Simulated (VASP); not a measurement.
# What goes wrong when the modes of BaZrO3 are computed with a bad input, part 2 of 3

Aim: see how common mistakes in a phonon run show up, on BaZrO3. The starting structure is a measured crystal structure from the Crystallography Open Database.

VASP 6.6.1.

### 2. Reference modes (continued)

Level of this step: LDA; plane waves and PAW (Ba_sv, Zr_sv, O) (VASP).

OUTCAR, selected parts (step 2):

```text
ion  position               nearest neighbor table
   1  0.000  0.000  0.000-   3 2.94   4 2.94   5 2.94   4 2.94   5 2.94   3 2.94   5 2.94   5 2.94
                             3 2.94   4 2.94   4 2.94   3 2.94   2 3.60   2 3.60   2 3.60   2 3.60
   2  0.500  0.500  0.500-   3 2.08   4 2.08   5 2.08   3 2.08   4 2.08   5 2.08   1 3.60   1 3.60
                             1 3.60   1 3.60   1 3.60   1 3.60   1 3.60   1 3.60
   3  0.500  0.500  0.000-   2 2.08   2 2.08   1 2.94   1 2.94   1 2.94   1 2.94
   4  0.500  0.000  0.500-   2 2.08   2 2.08   1 2.94   1 2.94   1 2.94   1 2.94
   5  0.000  0.500  0.500-   2 2.08   2 2.08   1 2.94   1 2.94   1 2.94   1 2.94

  LATTYP: Found a simple cubic cell.
 ALAT       =     4.1592118745

 Subroutine GETGRP returns: Found 48 space group operations
 (whereof 48 operations were pure point group operations)

The static configuration has the point symmetry O_h .

 Found     20 irreducible k-points:

   k-points           NKPTS =     20   k-points in BZ     NKDIM =     20   number of bands    NBANDS=     26

   dimension x,y,z NGX =    32 NGY =   32 NGZ =   32
   dimension x,y,z NGXF=    64 NGYF=   64 NGZF=   64

   ENCUT  =  520.0 eV  38.22 Ry    6.18 a.u.   7.73  7.73  7.73*2*pi/ulx,y,z

   NELECT =      40.0000    total number of electrons

 k-points in reciprocal lattice and weights: Automatic mesh
   0.00000000  0.00000000  0.00000000       0.005
   0.16666667  0.00000000  0.00000000       0.028
   0.33333333  0.00000000  0.00000000       0.028
   0.50000000  0.00000000  0.00000000       0.014
   0.16666667  0.16666667  0.00000000       0.056
   0.33333333  0.16666667  0.00000000       0.111
   0.50000000  0.16666667  0.00000000       0.056
   0.33333333  0.33333333  0.00000000       0.056
   0.50000000  0.33333333  0.00000000       0.056
[...]
0.50000000  0.50000000  0.33333333       0.028
   0.50000000  0.50000000  0.50000000       0.005

 average (electrostatic) potential at core
       1 -32.6708       2 -77.6722       3 -70.3492       4 -70.3492       5 -70.3492

  Total        0.0016853      0.0016853      0.0016853      0.0000000      0.0000000     -0.0000000
  in kB        0.0375287      0.0375287      0.0375287      0.0000000      0.0000000     -0.0000000
  external PRESSURE =       0.0375287 kB  Pullay stress =       0.0000000 kB

  energy-cutoff  :      520.00
  volume of cell :       71.95
      direct lattice vectors                 reciprocal lattice vectors
     4.159211875  0.000000000  0.000000000     0.240430166  0.000000000  0.000000000
     0.000000000  4.159211875  0.000000000     0.000000000  0.240430166  0.000000000
     0.000000000  0.000000000  4.159211875     0.000000000  0.000000000  0.240430166

 POSITION                                       TOTAL-FORCE (eV/Angst)
 -----------------------------------------------------------------------------------
      0.00000      0.00000      0.00000         0.000000      0.000000      0.000000
      2.07961      2.07961      2.07961         0.000000      0.000000      0.000000
      2.07961      2.07961      0.00000         0.000000      0.000000      0.000000
      2.07961      0.00000      2.07961         0.000000      0.000000      0.000000
      0.00000      2.07961      2.07961         0.000000      0.000000      0.000000
 -----------------------------------------------------------------------------------
    total drift:                                0.000000     -0.000000     -0.000000

 MACROSCOPIC STATIC DIELECTRIC TENSOR (including local field effects in DFT)
 ------------------------------------------------------
           4.937409    -0.000000    -0.000000
           0.000000     4.937409     0.000000
          -0.000000     0.000000     4.937409
 ------------------------------------------------------

 PIEZOELECTRIC TENSOR (including local field effects)  for field in x, y, z        (C/m^2)
          XX          YY          ZZ          XY          YZ          ZX
  --------------------------------------------------------------------------------
  x     0.00000     0.00000     0.00000     0.00000     0.00000     0.00000
  y     0.00000     0.00000     0.00000     0.00000     0.00000     0.00000
  z     0.00000     0.00000     0.00000     0.00000     0.00000     0.00000

 BORN EFFECTIVE CHARGES (including local field effects) (in |e|, cummulative output)
 ---------------------------------------------------------------------------------
 ion    1
    1     2.73362    -0.00000    -0.00000
    2     0.00000     2.73362     0.00000
    3    -0.00000     0.00000     2.73362
 ion    2
    1     6.11773     0.00000     0.00000
    2    -0.00000     6.11773    -0.00000
    3    -0.00000    -0.00000     6.11773
 ion    3
    1    -2.02174     0.00000     0.00000
    2     0.00000    -2.02174     0.00000
    3     0.00000    -0.00000    -4.80787
 ion    4
    1    -2.02174    -0.00000    -0.00000
    2    -0.00000    -4.80787    -0.00000
    3     0.00000     0.00000    -2.02174
 ion    5
    1    -4.80787     0.00000    -0.00000
    2    -0.00000    -2.02174     0.00000
    3    -0.00000     0.00000    -2.02174

 Eigenvectors and eigenvalues of the dynamical matrix
 ----------------------------------------------------

   1 f  =   15.672396 THz    98.472566 2PiTHz  522.774849 cm-1    64.815791 meV
             X         Y         Z           dx          dy          dz
      0.000000  0.000000  0.000000     0.023391   -0.005294   -0.000000
      2.079606  2.079606  2.079606     0.154606   -0.034988   -0.000000
      2.079606  2.079606  0.000000     0.233319   -0.052801    0.000000
      2.079606  0.000000  2.079606     0.233319    0.204672    0.000000
      0.000000  2.079606  2.079606    -0.904409   -0.052801   -0.000000

   2 f  =   15.672396 THz    98.472566 2PiTHz  522.774849 cm-1    64.815791 meV
             X         Y         Z           dx          dy          dz
      0.000000  0.000000  0.000000    -0.000000    0.000000   -0.023983
      2.079606  2.079606  2.079606    -0.000000    0.000000   -0.158515
      2.079606  2.079606  0.000000    -0.000000    0.000000    0.927279
      2.079606  0.000000  2.079606    -0.000000   -0.000000   -0.239219
      0.000000  2.079606  2.079606     0.000000    0.000000   -0.239219

   3 f  =   15.672396 THz    98.472566 2PiTHz  522.774849 cm-1    64.815791 meV
             X         Y         Z           dx          dy          dz
      0.000000  0.000000  0.000000    -0.005294   -0.023391    0.000000
      2.079606  2.079606  2.079606    -0.034988   -0.154606   -0.000000
      2.079606  2.079606  0.000000    -0.052801   -0.233319   -0.000000
      2.079606  0.000000  2.079606    -0.052801    0.904409   -0.000000
      0.000000  2.079606  2.079606     0.204672   -0.233319    0.000000

   4 f  =    5.874881 THz    36.912966 2PiTHz  195.964937 cm-1    24.296545 meV
             X         Y         Z           dx          dy          dz
      0.000000  0.000000  0.000000     0.076163   -0.019879   -0.254836
      2.079606  2.079606  2.079606    -0.210109    0.054841    0.703016
      2.079606  2.079606  0.000000     0.123890   -0.032337   -0.100293
      2.079606  0.000000  2.079606     0.123890   -0.007824   -0.414530
      0.000000  2.079606  2.079606     0.029975   -0.032337   -0.414530

   5 f  =    5.874881 THz    36.912966 2PiTHz  195.964937 cm-1    24.296545 meV
             X         Y         Z           dx          dy          dz
      0.000000  0.000000  0.000000    -0.251266    0.042994   -0.078449
      2.079606  2.079606  2.079606     0.693167   -0.118606    0.216418
      2.079606  2.079606  0.000000    -0.408723    0.069936   -0.030875
      2.079606  0.000000  2.079606    -0.408723    0.016921   -0.127610
      0.000000  2.079606  2.079606    -0.098888    0.069936   -0.127610

   6 f  =    5.874881 THz    36.912966 2PiTHz  195.964937 cm-1    24.296545 meV
             X         Y         Z           dx          dy          dz
      0.000000  0.000000  0.000000    -0.046926   -0.262476    0.006451
      2.079606  2.079606  2.079606     0.129454    0.724092   -0.017796
      2.079606  2.079606  0.000000    -0.076332   -0.426958    0.002539
      2.079606  0.000000  2.079606    -0.076332   -0.103300    0.010493
      0.000000  2.079606  2.079606    -0.018468   -0.426958    0.010493

   7 f  =    5.324955 THz    33.457677 2PiTHz  177.621367 cm-1    22.022233 meV
             X         Y         Z           dx          dy          dz
      0.000000  0.000000  0.000000     0.000000   -0.000000    0.000000
      2.079606  2.079606  2.079606    -0.000000    0.000000   -0.000000
      2.079606  2.079606  0.000000    -0.004696   -0.063972   -0.000000
      2.079606  0.000000  2.079606     0.004696    0.000000    0.704191
      0.000000  2.079606  2.079606     0.000000    0.063972   -0.704191

   8 f  =    5.324955 THz    33.457677 2PiTHz  177.621367 cm-1    22.022233 meV
             X         Y         Z           dx          dy          dz
      0.000000  0.000000  0.000000     0.000000   -0.000000    0.000000
      2.079606  2.079606  2.079606     0.000000    0.000000   -0.000000
      2.079606  2.079606  0.000000     0.140693    0.690042   -0.000000
      2.079606  0.000000  2.079606    -0.140693    0.000000    0.063625
      0.000000  2.079606  2.079606    -0.000000   -0.690042   -0.063625

   9 f  =    5.324955 THz    33.457677 2PiTHz  177.621367 cm-1    22.022233 meV
             X         Y         Z           dx          dy          dz
      0.000000  0.000000  0.000000     0.000000    0.000000   -0.000000
      2.079606  2.079606  2.079606    -0.000000    0.000000   -0.000000
      2.079606  2.079606  0.000000    -0.692953    0.140535   -0.000000
      2.079606  0.000000  2.079606     0.692953    0.000000    0.008146
      0.000000  2.079606  2.079606    -0.000000   -0.140535   -0.008146

  10 f  =    3.152826 THz    19.809790 2PiTHz  105.166957 cm-1    13.039035 meV
             X         Y         Z           dx          dy          dz
      0.000000  0.000000  0.000000     0.065540   -0.226519   -0.614908
      2.079606  2.079606  2.079606    -0.031985    0.110546    0.300087
      2.079606  2.079606  0.000000    -0.044061    0.152284    0.248687
      2.079606  0.000000  2.079606    -0.044061    0.091611    0.413390
      0.000000  2.079606  2.079606    -0.026506    0.152284    0.413390

  11 f  =    3.152826 THz    19.809790 2PiTHz  105.166957 cm-1    13.039035 meV
             X         Y         Z           dx          dy          dz
      0.000000  0.000000  0.000000    -0.574417   -0.317279    0.055654
      2.079606  2.079606  2.079606     0.280326    0.154838   -0.027160
      2.079606  2.079606  0.000000     0.386169    0.213300   -0.022508
      2.079606  0.000000  2.079606     0.386169    0.128317   -0.037415
      0.000000  2.079606  2.079606     0.232312    0.213300   -0.037415

  12 f  =    3.152826 THz    19.809790 2PiTHz  105.166957 cm-1    13.039035 meV
             X         Y         Z           dx          dy          dz
      0.000000  0.000000  0.000000    -0.315385    0.530793   -0.229149
      2.079606  2.079606  2.079606     0.153914   -0.259037    0.111829
      2.079606  2.079606  0.000000     0.212027   -0.356841    0.092675
      2.079606  0.000000  2.079606     0.212027   -0.214669    0.154052
      0.000000  2.079606  2.079606     0.127551   -0.356841    0.154052

  13 f/i=    0.008676 THz     0.054513 2PiTHz    0.289400 cm-1     0.035881 meV
             X         Y         Z           dx          dy          dz
      0.000000  0.000000  0.000000    -0.356348   -0.394038    0.460781
      2.079606  2.079606  2.079606    -0.291169   -0.321964    0.376500
      2.079606  2.079606  0.000000    -0.122580   -0.135545    0.158060
      2.079606  0.000000  2.079606    -0.122580   -0.135166    0.158504
      0.000000  2.079606  2.079606    -0.122237   -0.135545    0.158504

  14 f/i=    0.008676 THz     0.054513 2PiTHz    0.289400 cm-1     0.035881 meV
             X         Y         Z           dx          dy          dz
      0.000000  0.000000  0.000000    -0.311971   -0.339120   -0.531263
      2.079606  2.079606  2.079606    -0.254908   -0.277092   -0.434090
      2.079606  2.079606  0.000000    -0.107315   -0.116654   -0.182238
      2.079606  0.000000  2.079606    -0.107315   -0.116327   -0.182749
      0.000000  2.079606  2.079606    -0.107014   -0.116654   -0.182749

  15 f/i=    0.008676 THz     0.054513 2PiTHz    0.289400 cm-1     0.035881 meV
             X         Y         Z           dx          dy          dz
      0.000000  0.000000  0.000000     0.519865   -0.473604   -0.002962
      2.079606  2.079606  2.079606     0.424777   -0.386977   -0.002420
      2.079606  2.079606  0.000000     0.178828   -0.162915   -0.001016
      2.079606  0.000000  2.079606     0.178828   -0.162459   -0.001019
      0.000000  2.079606  2.079606     0.178328   -0.162915   -0.001019

 MACROSCOPIC STATIC DIELECTRIC TENSOR IONIC CONTRIBUTION
 ------------------------------------------------------
          50.701310     0.000000    -0.000000
           0.000000    50.701310     0.000000
          -0.000000     0.000000    50.701310
 ------------------------------------------------------

 ELASTIC MODULI CONTR FROM IONIC RELAXATION (kBar)
 Direction    XX          YY          ZZ          XY          YZ          ZX
 --------------------------------------------------------------------------------
 XX           0.0000      0.0000      0.0000      0.0000      0.0000      0.0000
 YY           0.0000      0.0000      0.0000      0.0000      0.0000      0.0000
 ZZ           0.0000      0.0000      0.0000      0.0000      0.0000      0.0000
 XY           0.0000      0.0000      0.0000      0.0000      0.0000      0.0000
 YZ           0.0000      0.0000      0.0000      0.0000      0.0000      0.0000
 ZX           0.0000      0.0000      0.0000      0.0000      0.0000      0.0000
 --------------------------------------------------------------------------------

 PIEZOELECTRIC TENSOR IONIC CONTR  for field in x, y, z        (C/m^2)
          XX          YY          ZZ          XY          YZ          ZX
  --------------------------------------------------------------------------------
  x     0.00000     0.00000     0.00000     0.00000     0.00000     0.00000
  y     0.00000     0.00000     0.00000     0.00000     0.00000     0.00000
  z     0.00000     0.00000     0.00000     0.00000     0.00000     0.00000
```

Energies printed during the response cycles are not total energies of the cell.

Reference: the zone-centre modes are T1u (3) 522.8, T1u (2) 196.0, T2u 177.6, T1u (1) 105.2 cm⁻¹.

### 3. Modes with finite displacements, else as the reference

Against step 2 the input has IBRION = 6, NFREE = 2, POTIM = 0.015 and no LEPSILON (also changed: NSW).

INCAR

```
SYSTEM = BaZrO3
PREC = Accurate
ENCUT = 520
EDIFF = 1E-08
NELM = 100
ISMEAR = 0
SIGMA = 0.03
LREAL = .FALSE.
ALGO = Normal
GGA = CA
NBANDS = 26
LORBIT = 11
LWAVE = .FALSE.
LCHARG = .FALSE.
KPAR = 4
IBRION = 6
NFREE = 2
POTIM = 0.015
NSW = 1
ISIF = 2
```

POSCAR

```
BaZrO3
1.0
    4.1592118745      0.0000000000      0.0000000000
    0.0000000000      4.1592118745      0.0000000000
    0.0000000000      0.0000000000      4.1592118745
Ba Zr O
1 1 3
Direct
    0.0000000000      0.0000000000      0.0000000000
    0.5000000000      0.5000000000      0.5000000000
    0.5000000000      0.5000000000      0.0000000000
    0.5000000000      0.0000000000      0.5000000000
    0.0000000000      0.5000000000      0.5000000000
```

KPOINTS

```
Automatic mesh
0
Gamma
6 6 6
0 0 0
```

PAW data sets: Ba_sv, Zr_sv and O (LDA family, release 64).

Started as:

```console
$ mpirun -np 4 vasp_std
```

What it wrote:

```text
[... set-up lines as in an earlier step ...]
 entering main loop
       N       E                     dE             d eps       ncg     rms          rms(c)
[... 16 cycles as in an earlier step ...]
   1 F= -.45741249E+02 E0= -.45741249E+02  d E =-.605029E-20
[... from here on, the cycles between the ionic steps are left out ...]
   2 F= -.45740813E+02 E0= -.45740813E+02  d E =-.926661E-40
   3 F= -.45740813E+02 E0= -.45740813E+02  d E =-.111065E-37
   4 F= -.45740160E+02 E0= -.45740160E+02  d E =-.575668E-38
   5 F= -.45740160E+02 E0= -.45740160E+02  d E =-.580469E-38
   6 F= -.45740978E+02 E0= -.45740978E+02  d E =-.119941E-37
   7 F= -.45740978E+02 E0= -.45740978E+02  d E =-.119861E-37
   8 F= -.45739683E+02 E0= -.45739683E+02  d E =-.716442E-38
   9 F= -.45739683E+02 E0= -.45739683E+02  d E =-.713018E-38
 Finite differences progress:
  Degree of freedom:   4/  4
  Displacement:        2/  2
  Total:               8/  8
```

Wall time 2.4 min (4 MPI ranks of AMD EPYC 7R43, shared host); peak memory 0.98 GiB; 9.4 min of CPU time.

From OUTCAR (step 3):

```text
  Total        0.0046528      0.0046528      0.0204667      0.0000000      0.0000000      0.0000000
  in kB        0.1036081      0.1036081      0.4557485      0.0000000      0.0000000      0.0000000
  external PRESSURE =       0.2209882 kB  Pullay stress =       0.0000000 kB

 POSITION                                       TOTAL-FORCE (eV/Angst)
 -----------------------------------------------------------------------------------
      0.00000      0.00000      0.00000         0.000000      0.000000     -0.017956
      2.07961      2.07961      2.07961        -0.000000      0.000000     -0.089251
      2.07961      2.07961     -0.01500         0.000000      0.000000      0.208924
      2.07961      0.00000      2.07961        -0.000000      0.000000     -0.050858
      0.00000      2.07961      2.07961         0.000000      0.000000     -0.050858
 -----------------------------------------------------------------------------------
    total drift:                               -0.000000     -0.000000      0.000216

  FREE ENERGIE OF THE ION-ELECTRON SYSTEM (eV)
  ---------------------------------------------------
  free  energy   TOTEN  =       -45.7396828246 eV

  energy  without entropy=      -45.7396828246  energy(sigma->0) =      -45.73968282

[... 2 parts as in an earlier step ...]

[... 1 further part left out ...]
[key lines of the parts left out:]
E-fermi :   3.9070
```

The last energy, forces and stress in OUTCAR belong to the last displaced cell, not to that of POSCAR.

With finite displacements, else as the reference the modes are T1u (3) 523.3, T1u (2) 196.5, T2u 178.4, T1u (1) 105.4 cm⁻¹; the largest shift is +0.8 cm⁻¹, in T2u, from the reference.

### 4. Modes with a loose electronic threshold

A slip made on purpose: a loose electronic threshold. Against step 2 the input has EDIFF = 1E-04, IBRION = 6, NFREE = 2, POTIM = 0.015 and no LEPSILON (also changed: NELM and NSW).

INCAR, as its differences from that of step 3:

```diff
@@ -3,4 +3,4 @@
 ENCUT = 520
-EDIFF = 1E-08
-NELM = 100
+EDIFF = 1E-04
+NELM = 60
 ISMEAR = 0
```

POSCAR is that of step 3.

KPOINTS is that of step 3.

Started as:

```console
$ mpirun -np 4 vasp_std
```

What it wrote:

```text
[... set-up lines as in an earlier step ...]
 entering main loop
       N       E                     dE             d eps       ncg     rms          rms(c)
[... 11 cycles as in an earlier step ...]
DAV:  12    -0.457412494378E+02   -0.43238E-06   -0.99913E-05   830   0.735E-02
   1 F= -.45741249E+02 E0= -.45741249E+02  d E =-.104024E-42
[... from here on, the cycles between the ionic steps are left out ...]
   2 F= -.45740813E+02 E0= -.45740813E+02  d E =-.792595E-28
   3 F= -.45740818E+02 E0= -.45740818E+02  d E =-.177435E-13
   4 F= -.45740170E+02 E0= -.45740170E+02  d E =-.121288E-43
   5 F= -.45740175E+02 E0= -.45740175E+02  d E =-.911531E-40
   6 F= -.45740975E+02 E0= -.45740975E+02  d E =-.451177E-38
   7 F= -.45740977E+02 E0= -.45740977E+02  d E =-.766779E-38
   8 F= -.45739698E+02 E0= -.45739698E+02  d E =-.607068E-38
   9 F= -.45739688E+02 E0= -.45739688E+02  d E =-.540572E-38
 Finite differences progress:
  Degree of freedom:   4/  4
  Displacement:        2/  2
  Total:               8/  8
```

Run time: 82 s. Hardware: 4 MPI ranks; peak memory 1.1 GiB.

OUTCAR, selected parts (step 4):

```text
  Total        0.0035802      0.0035802      0.0260392      0.0000000      0.0000000      0.0000000
  in kB        0.0797243      0.0797243      0.5798353      0.0000000      0.0000000      0.0000000
  external PRESSURE =       0.2464279 kB  Pullay stress =       0.0000000 kB

 POSITION                                       TOTAL-FORCE (eV/Angst)
 -----------------------------------------------------------------------------------
      0.00000      0.00000      0.00000        -0.000000      0.000000     -0.019342
      2.07961      2.07961      2.07961        -0.000000      0.000000     -0.088872
      2.07961      2.07961     -0.01500         0.000000      0.000000      0.215288
      2.07961      0.00000      2.07961        -0.000000      0.000000     -0.053538
      0.00000      2.07961      2.07961        -0.000000      0.000000     -0.053538
 -----------------------------------------------------------------------------------
    total drift:                               -0.011751     -0.000000      0.012188

  FREE ENERGIE OF THE ION-ELECTRON SYSTEM (eV)
  ---------------------------------------------------
  free  energy   TOTEN  =       -45.7396881708 eV

  energy  without entropy=      -45.7396881708  energy(sigma->0) =      -45.73968817

[... 2 parts as in an earlier step ...]

[... 1 further part left out ...]
[key lines of the parts left out:]
E-fermi :   3.9072
```

Three frequencies should lie near zero, those of the translations, and here fewer than three do (the smallest in size are -16.9, -16.9 and -16.9 cm⁻¹), so no mode of this run is used. As printed, the frequencies run from -16.9 to 539.3 cm⁻¹, imaginary ones as negative numbers.

[end of part 2 of 3]

[Lines on the potential files, build, host, timing and source positions are cut from VASP's logs without a mark.]

[Logs are printed without paths, hosts, clocks, repeated set-up lines and the standing remarks that a program may print on its own settings, such as how far it seeks lower states.]

[Hosts, paths, dates, database ids (printed as entryN), source tags and the programs' standing remarks are cut or masked in the printed files.]
